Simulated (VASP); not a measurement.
A run of VASP 6.6.1:

The input POSCAR:

```
PbS
1.0
    3.6351320337      0.0000000000      0.0000000000
    0.0000000000      3.6351320337      0.0000000000
    0.0000000000      0.0000000000      3.6351320337
Pb S
1 1
Direct
    0.0000000000      0.0000000000      0.0000000000
    0.5000000000      0.5000000000      0.5000000000
```

Contents of INCAR.step1:

```
SYSTEM = PbS
PREC = Accurate
ENCUT = 520
EDIFF = 1E-5
ISMEAR = -1
SIGMA = 0.02
LREAL = .FALSE.
LASPH = .TRUE.
NELM = 80
ALGO = Normal
ISIF = 2
LWAVE = .TRUE.
LCHARG = .FALSE.
NBANDS = 17
GGA = PE
```

INCAR.step2

```
SYSTEM = PbS
PREC = Accurate
ENCUT = 520
EDIFF = 1E-7
ISMEAR = -1
SIGMA = 0.02
LREAL = .FALSE.
LASPH = .TRUE.
NELM = 80
ALGO = Normal
ISIF = 2
LWAVE = .FALSE.
LCHARG = .FALSE.
GGA = PE
LHFCALC = .TRUE.
HFSCREEN = 0.2079
PRECFOCK = Normal
NBANDS = 17
ISTART = 1
```

KPOINTS

```
regular mesh
0
G
  4 4 4
  0 0 0
```

Potentials or basis: VASP PAW PBE potentials, release 64 (Pb_d, S).

Run with:

```bash
$ cat potpaw_PBE.64/Pb_d/POTCAR potpaw_PBE.64/S/POTCAR > POTCAR
$ cp INCAR.step1 INCAR
$ mpirun -np 1 vasp_std > vasp.out
$ cp INCAR.step2 INCAR
$ mpirun -np 1 vasp_std > vasp.out
```

Hardware: 1 thread of Intel(R) Xeon(R) Platinum 8488C (Sapphire Rapids) (shared host).

**Question.** Estimate the wall time of this run.

**Answer.** Run time: 10 min on 1 thread of Intel(R) Xeon(R) Platinum 8488C (Sapphire Rapids), with other jobs on the host, peak memory 0.27 GiB. Counts: scf iterations 10, k points 10.
